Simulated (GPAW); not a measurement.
# AlNi (C2/m) in GPAW: notebook

Aim: see how the results for AlNi move with the level of theory and the settings. Levels: RPBE, PBEsol. Tasks: single point.

Program: GPAW 26.7.0. These are calculated values, not measurements. Logs are shortened: lines on timing, memory, paths and dates and some standing lists are left out, and cuts for length are marked. The log counts tension as positive stress, the text compression.

### 1 Starting point

It takes space group C2/m (No. 12, monoclinic). Conventional cell: a = 4.601 Å, b = 2.789 Å, c = 4.111 Å, α = 90.00°, β = 109.27°, γ = 90.00°. Ni (site symmetry 2/m) is surrounded by 6 Al at 2.48 to 2.53 Å and 6 Ni at 2.69 to 2.79 Å. Al (site symmetry 2/m) has 6 Ni at 2.48 to 2.53 Å and 6 Al at 2.69 to 2.79 Å as nearest neighbours.

The cell comes from a database or a generator and needn't be the stable form of this composition.

### 2 Single point, RPBE, collinear spin, ferromagnetic start

run.py

```python
from ase.dft.bandgap import bandgap
from ase.io import read, write
from ase.units import GPa
from gpaw import GPAW, PW

atoms = read('POSCAR')
atoms.set_initial_magnetic_moments([1.0, 0.0])

calc = GPAW(mode=PW(600),
            xc='RPBE',
            kpts={'size': (11, 11, 7), 'gamma': True},
            occupations={'name': 'methfessel-paxton', 'order': 0, 'width': 0.1},
            nbands=20,
            convergence={'density': 1e-05, 'energy': 1e-05},
            maxiter=150,
            txt='gpaw.txt')
atoms.calc = calc
energy = atoms.get_potential_energy()
forces = atoms.get_forces()
stress = atoms.get_stress()
calc.write('gs.gpw')
write('result.traj', atoms)
print(f'Energy: {energy:.6f} eV')
print('Forces (eV/A):')
print(forces.round(4))
print('Stress (GPa):', (stress / GPa).round(3))
print('Moments:', calc.get_magnetic_moments().round(3))
print('Fermi level:', round(calc.get_fermi_level(), 4), 'eV')
print(f'Gap: {bandgap(calc)[0]:.4f} eV, direct: {bandgap(calc, direct=True)[0]:.4f} eV')
```

POSCAR

```
AlNi
1.0
    2.3006810000     -1.3946800000      0.0000000000
    2.3006810000      1.3946800000      0.0000000000
   -1.3564510000      0.0000000000      3.8808380000
Ni Al
1 1
Direct
    0.5000000000      0.5000000000      0.5000000000
    0.0000000000      0.0000000000      0.0000000000
```

Potentials or basis: the program's PAW data sets (release 1.2.1) made for this functional, pw.

Command:

```
> OMP_NUM_THREADS=1 python run.py
```

gpaw.txt:

```text
__  _  _
 | _ |_)|_||  |
 |__||  | ||/\| - 26.7.0

Input parameters:
  mode=PW(ecut=600.0),
  convergence={'density': 1e-05, 'energy': 1e-05},
  kpts=MonkhorstPack(size=(11, 11, 7), gamma=True),
  maxiter=150,
  nbands=20,
  occupations=Occupations(name='methfessel-paxton', order=0, width=0.1),
  xc=XC(name='RPBE')

Diagonalizing LCAO Hamiltonian
Converting LCAO to pw mode

           Ni

       Al

Atoms  # Å, Bohr magnetons
|   | symbol |        x |        y |        z |    initial magnetic moments |
|---|--------|----------|----------|----------|-----------------------------|
| 0 |     Ni | 1.622456 | 0.000000 | 1.940419 | ( 0.0000,  0.0000,  1.0000) |
| 1 |     Al | 0.000000 | 0.000000 | 0.000000 | ( 0.0000,  0.0000,  0.0000) |

Unit cell  # Å
| periodic |         x |         y |        z |  lengths |     angles |
|----------|-----------|-----------|----------|----------|------------|
|      yes |  2.300681 | -1.394680 | 0.000000 | 2.690402 | 106.388906 |
|      yes |  2.300681 |  1.394680 | 0.000000 | 2.690402 | 106.388906 |
|      yes | -1.356451 |  0.000000 | 3.880838 | 4.111066 |  62.448749 |

Number of symmetries: 4
Symmetry operations  # r_c * U_cc + t_c -> r_c
|   | kind |            matrix            |
|---|------|------------------------------|
| 0 |  E   |  1, 0, 0,  0, 1, 0,  0, 0, 1 |
| 1 |  σ   |  0, 1, 0,  1, 0, 0,  0, 0, 1 |
| 2 |  C2  |  0,-1, 0, -1, 0, 0,  0, 0,-1 |
| 3 |  i   | -1, 0, 0,  0,-1, 0,  0, 0,-1 |

BZ-sampling:
  Number of BZ points: 847
  Number of IBZ points: 234

  Monkhorst-Pack size: [11, 11, 7]
  Monkhorst-Pack shift: [0, 0, 0]

K-points  # in reciprocal-cell coordinates
|     |                                coordinates |     weight |
|-----|--------------------------------------------|------------|
|   0 | (  0.00000000,   0.00000000,   0.00000000) | 0.00118064 |
|   1 | (  0.00000000,   0.00000000,   0.14285714) | 0.00236128 |
|   2 | (  0.00000000,   0.00000000,   0.28571429) | 0.00236128 |
|   3 | (  0.00000000,   0.00000000,   0.42857143) | 0.00236128 |
|   4 | (  0.09090909,  -0.09090909,   0.00000000) | 0.00236128 |
|   5 | (  0.09090909,  -0.09090909,   0.14285714) | 0.00472255 |
|   6 | (  0.09090909,  -0.09090909,   0.28571429) | 0.00472255 |
|   7 | (  0.09090909,  -0.09090909,   0.42857143) | 0.00472255 |
|   8 | (  0.09090909,   0.00000000,  -0.42857143) | 0.00472255 |
|   9 | (  0.09090909,   0.00000000,  -0.28571429) | 0.00472255 |
| ... |                                            |            |
| 233 | (  0.45454545,   0.45454545,   0.42857143) | 0.00236128 |

Plane wave coefficients: 848
Cutoff: 600.0 eV

Spin-components: 2 (collinear spins)
Bands:           20
Projectors:      11
Spin-degeneracy: 1
Datatype:        complex128

Parallelization:
  kpt:    1
  domain: 1
  band:   1

Density:
  Valence electrons: 19.0
  Components: 2
  Grid points: [16 16 24]
  Charge: 0.0  # |e|

Potential:
  Grid points: [16 16 24]

species:
  Ni:
    name:    Nickel
    Z:       28.0
    valence: 16
    core:    12
    charge:  0.0  # [|e|]
    compensation charges:
      type: gauss
      rc: 0.36  # [Å]
      lmax: 2
    cutoffs:
      filter: 2.14  # [Å]
      core: 1.98  # [Å]
    projectors
    | kind |    occ | energy [eV] | rcut [Å] |
    |------|--------|-------------|----------|
    |   4s |  2.000 |      -5.557 |    1.164 |
    |   3p |  6.000 |     -71.403 |    1.207 |
    |   4p |  0.000 |      -1.222 |    1.207 |
    |   3d |  8.000 |      -8.814 |    1.138 |
    |    s |        |      21.654 |    1.164 |
    |    d |        |      18.397 |    1.138 |

    Using partial waves for Ni as LCAO basis

  Al:
    name:    Aluminium
    Z:       13.0
    valence: 3
    core:    10
    charge:  0.0  # [|e|]
    compensation charges:
      type: gauss
      rc: 0.34  # [Å]
      lmax: 2
    cutoffs:
      filter: 1.91  # [Å]
      core: 2.36  # [Å]
    projectors
    | kind |    occ | energy [eV] | rcut [Å] |
    |------|--------|-------------|----------|
    |   3s |  2.000 |      -7.732 |    1.085 |
    |   3p |  1.000 |      -2.717 |    1.085 |
    |    s |        |      19.479 |    1.085 |
    |    p |        |      24.495 |    1.085 |
    |    d |        |       0.000 |    1.085 |

    Using partial waves for Al as LCAO basis

Reference energy: -47980.137931  # eV

eigensolver:
  PPCG
  Converge bands: occupied
  niter=2

density mixing:
  MSR1-Mixer
  Pratt-step length: 0.05
  Maximum mixing coefficient: 0.75
  Old densities: 10
  SVD Regularization: 0.005
  Good broyden scale: 1.0
  Trust region scale: 1.0
  Backstep threshold: 4.0
  History deletion threshold: 6.0
  Fourier metric: weight=20.0, sigma=0.015

occupation numbers:
  Methfessel-Paxton:
    width: 0.1000  # eV
    order: 0

poisson solver:
  ecut: 4800.0  # eV

xc functional:
  name: RPBE with 2 nearest neighbor stencil

convergence criteria:
- Maximum integral of absolute [dens]ity change: 1e-05 electrons / valence electron
- Maximum [total energy] change in last 3 cyles: 1e-05 eV / valence electron
- Maximum integral of absolute [eigenst]ate change: 4e-08 eV^2 / valence electron
maximum number of iterations: 150

SCF iterations
|iter     | |      energy | eigst |  dens |  magmom |
|---------|-|-------------|-------|-------|---------|
|iter:   1| |  -11.159675 | +0.29 |       |  +1.0025|
|iter:   2| |  -10.950867 | -2.33 | -1.01 |  +0.9613|
|iter:   3| |  -10.912469 | -2.64 | -1.10 |  +0.7409|
|iter:   4| |  -11.035312 | -2.57 | -1.33 |  +0.4075|
|iter:   5| |  -11.057169 | -2.76 | -1.52 |  +0.0808|
|iter:   6| |  -11.058985 | -4.28 | -2.02 |  -0.0027|
|iter:   7| |  -11.060195 | -4.28 | -2.28 |  -0.0068|
|iter:   8| |  -11.060264 | -5.43 | -2.78 |  -0.0078|
|iter:   9| |  -11.060284c| -6.32 | -3.21 |  -0.0016|
|iter:  10| |  -11.060284c| -7.59c| -3.95 |  -0.0007|
|iter:  11| |  -11.060284c| -7.76c| -4.29 |  -0.0000|
|iter:  12| |  -11.060285c| -8.61c| -5.28c|  -0.0000|

Converged in 12 steps
Energy contributions relative to reference atoms: (reference = -47980.137931)

Energy contributions:
  Kinetic:          13.688321
  Coulomb:          -8.910583
  Zero:              0.099259
  External:          0.000000
  Xc:              -15.934998
  Entropy:          -0.004566
  Spinorbit:         0.000000
  ----------------------------
  Free energy:     -11.062568
  Extrapolated:    -11.060285

dipole moment: (-5.532767, 0.000000, -6.617061)  # |e|*Ang

Total magnetic moment: (0.000000, 0.000000, -0.000002)

Local magnetic moments
|        x |        y |         z |
|----------|----------|-----------|
| 0.000000 | 0.000000 |  0.000000 |  # Ni   0
| 0.000000 | 0.000000 | -0.000003 |  # Al   1

Fermi level: 8.529
Eigenvalues  # (at kpt = [0.000, 0.000, 0.000])
| band index |      eig [eV] | occ [0-1] |      eig [eV] | occ [0-1] |
|------------|---------------|-----------|---------------|-----------|
|          0 |       -55.267 |     1.000 |       -55.267 |     1.000 |
|        ... |               |           |               |           |
|          2 |       -54.923 |     1.000 |       -54.923 |     1.000 |
|          3 |        -2.384 |     1.000 |        -2.384 |     1.000 |
|          4 |         4.895 |     1.000 |         4.895 |     1.000 |
|          5 |         6.684 |     1.000 |         6.684 |     1.000 |
|          6 |         6.753 |     1.000 |         6.753 |     1.000 |
|          7 |         6.986 |     1.000 |         6.986 |     1.000 |
[... 8 lines left out ...]
|         16 |        27.917 |     0.000 |        27.917 |     0.000 |
|         17 |        27.975 |     0.000 |        27.975 |     0.000 |
|        ... |               |           |               |           |
|         19 |        28.588 |     0.000 |        28.588 |     0.000 |

No gap
No difference between direct/indirect transitions

Forces  # eV/Ang
|       x |       y |       z |
|---------|---------|---------|
| 0.00000 | 0.00000 | 0.00000 |  # Ni   0
| 0.00000 | 0.00000 | 0.00000 |  # Al   1

Stress tensor  # eV/Ang^3
|         x |         y |         z |
|-----------|-----------|-----------|
| -0.043002 |  0.000000 |  0.005072 |
|  0.000000 | -0.029692 |  0.000000 |
|  0.005072 |  0.000000 | -0.047084 |

# Writing to gs.gpw (mode='')
```

stdout:

```text
Energy: -11.060285 eV
Forces (eV/A):
[[0. 0. 0.]
 [0. 0. 0.]]
Stress (GPa): [-6.89  -4.757 -7.544  0.     0.813  0.   ]
Moments: [ 0. -0.]
Fermi level: 8.5295 eV
Gap: 0.0000 eV, direct: 0.0000 eV
```

It took 94 s on 1 thread of Intel Xeon 6975P-C (Granite Rapids), shared host; peak memory 0.31 GiB.

Results:

```
Free energy            : -11.0626 eV
Pressure               : 6.4 GPa
Band gap on the k mesh : none (metal or under the smearing width)
Net moment             : 0.00 μB per cell
```

Stress tensor (GPa, compression positive):
```
 6.89  0.00 -0.81
 0.00  4.76  0.00
-0.81  0.00  7.54
```

Caveat: the stock nickel data set gives pressures a few GPa off other programs.

(Continued in part 2 of 2.)
